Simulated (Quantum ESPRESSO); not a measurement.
## Moving the dispersion correction in Nb

The cell as given:

```cif
data_structure
_symmetry_space_group_name_H-M 'Pm-3m'
_symmetry_Int_Tables_number 221
_cell_length_a 2.7196
_cell_length_b 2.7196
_cell_length_c 2.7196
_cell_angle_alpha 90.000
_cell_angle_beta 90.000
_cell_angle_gamma 90.000
_cell_volume 20.12
loop_
_atom_site_label
_atom_site_type_symbol
_atom_site_symmetry_multiplicity
_atom_site_Wyckoff_symbol
_atom_site_fract_x
_atom_site_fract_y
_atom_site_fract_z
_atom_site_occupancy
Nb1 Nb 1 b 0.50000 0.50000 0.50000 1
```

This isn't the form of Nb at room conditions, which is bcc.

Kept alike: task relaxation of cell and atoms; functional PBEsol; k mesh 10 × 10 × 10; occupations fermi-dirac, width 0.05 eV; no spin polarisation. Program: Quantum ESPRESSO, PseudoDojo 0.4.1 SR PBE standard, cutoff 1116 eV. The mesh is that of the run's cell of 1 atom. No spin-orbit coupling.

| dispersion correction | volume (Å³/atom) |
| --- | --- |
| D3(zero) | 19.141 |
| D3(BJ) | 18.705 |
| none | 19.392 |
| rVV10 | 18.952 |

The relaxations keep at least the cell's symmetry (Pm-3m). For a metal such a mesh leaves the last digits unconverged. Relaxations stop with a little pressure left, so the last digits of a volume or edge aren't settled. All rows use potentials made for PBE.

Task: What does the dispersion correction change here?

Result: The volume runs from 18.705 (D3(BJ)) to 19.392 Å³/atom (none). Against no correction: D3(zero) -1.3 %; D3(BJ) -3.5 %; rVV10 -2.3 %. Dispersion terms mostly attract and so lower the volume; the schemes' coefficients and damping set how far.
